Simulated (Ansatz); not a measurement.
## WC: energy along a strain

WC, P-6m2, a = 2.901 Å, c = 2.829 Å (as given, not relaxed at this level: 8.5 GPa). Ansatz: PBE, PAW, 420 eV, Γ-centred 18×18×16 mesh on 2 atoms, Gaussian smearing 0.15 eV; no spin polarisation. Cell vectors (Å): 2.901 0.000 0.000; -1.450 2.512 0.000; 0.000 0.000 2.829. The cell is strained by x per cent times the pattern (0 0 0 1 0 0) in the order xx yy zz yz xz xy (engineering shears), with fractional coordinates held. y is the free energy over the start, V0 = 10.306 Å³/atom. Symmetry makes y even in x.

```
x (%) y (meV/atom)
-4.00             ?
-2.00          4.18
 0.00          0.00
 0.50          0.26
 1.00          1.05
 1.50          2.35
 2.50          6.54
 3.00          9.41
 3.50         12.81
```

Question: Fit y = c2 x² + c4 x⁴ to the other rows, get the stiffness along the pattern, and predict the missing energy.

Answer: Least squares on the rows shown. y = 1.0457 x² − 1.8215×10⁻⁶ x⁴. The clamped-ion stiffness p·C·p = 2 × 10.46 eV × 160.2 / 10.306 Å³ = 325 GPa, which is C44 in these axes (second derivative at the start, which stands under stress). At x = -4.00 the fit asked for gives 16.73 meV/atom. The run gave 16.72 meV/atom, so the fit is 0.01 meV/atom too high, a small miss on the scale of the series.

Spin–orbit coupling is left out, which can shift energies with elements as heavy as these.